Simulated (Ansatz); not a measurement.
All numbers below come from Ansatz 0.2.0, DFT PBE, scalar-relativistic, plane waves, PAW. All cells share a 420 eV cutoff and Γ-centred k meshes spaced at most about 0.3 Å⁻¹ (about 0.25 or finer for metals, 2π included). No spin polarisation in the final relaxations.

All energies are static (0 K, no zero-point motion).

Two forms of In3GaP4 were relaxed alike.

A.

```xyz
8
Lattice="5.8462 0.0000 0.0000 0.0000 5.8462 0.0000 0.0000 0.0000 5.8462" Properties=species:S:1:pos:R:3 pbc="T T T"
In    2.9231    0.0000    2.9231
In    2.9231    2.9231    0.0000
In    0.0000    2.9231    2.9231
Ga    0.0000    0.0000    0.0000
P     1.3974    4.4488    4.4488
P     1.3974    1.3974    1.3974
P     4.4488    4.4488    1.3974
P     4.4488    1.3974    4.4488
```

B.

```xyz
8
Lattice="3.8665 0.0000 0.0000 0.0000 3.8665 0.0000 0.0000 0.0000 10.8854" Properties=species:S:1:pos:R:3 pbc="T T T"
In    0.0000    0.0000    0.0000
In    1.9333    1.9333    2.7560
In    1.9333    1.9333    8.1294
Ga    0.0000    0.0000    5.4427
P     0.0000    0.0000    2.8892
P     1.9333    1.9333    5.4427
P     0.0000    0.0000    7.9962
P     1.9333    1.9333    0.0000
```

**Question.** Which would you expect to be lower, and how large is the difference?

**Answer.** A is lower, by 294 meV/atom. A has In and Ga ordered on zinc blende sites, space group P-43m (No. 215), 25.0 Å³/atom and a gap of 0.62 eV on its mesh; B has In and Ga ordered on rock salt sites, space group P4/mmm (No. 123), 20.3 Å³/atom and no gap. Counting P atoms around Ga and In (those within 1.25 times the shortest such distance or 1.15 times the sum of covalent radii), A has In 4, Ga 4 and B has In 6, Ga 6. The lower one is the more open, so pressure narrows the difference. In A, In has 4 P at 2.57 Å; Ga is surrounded by 4 P at 2.42 Å; around P lie 1 Ga at 2.42 Å and 3 In at 2.57 Å. In B, In on a site of symmetry 4/mmm is surrounded by 6 P at 2.73–2.89 Å; Ga has 2 P at 2.55 Å and 4 P at 2.73 Å; P on a site of symmetry 4mm is surrounded by 1 Ga at 2.55 Å and 5 In at 2.74–2.89 Å; 3 more sites not described. Both come from invented guesses.

Kohn–Sham gaps at this level usually fall short of measured ones. Cells relaxed within their symmetry can be saddle points.
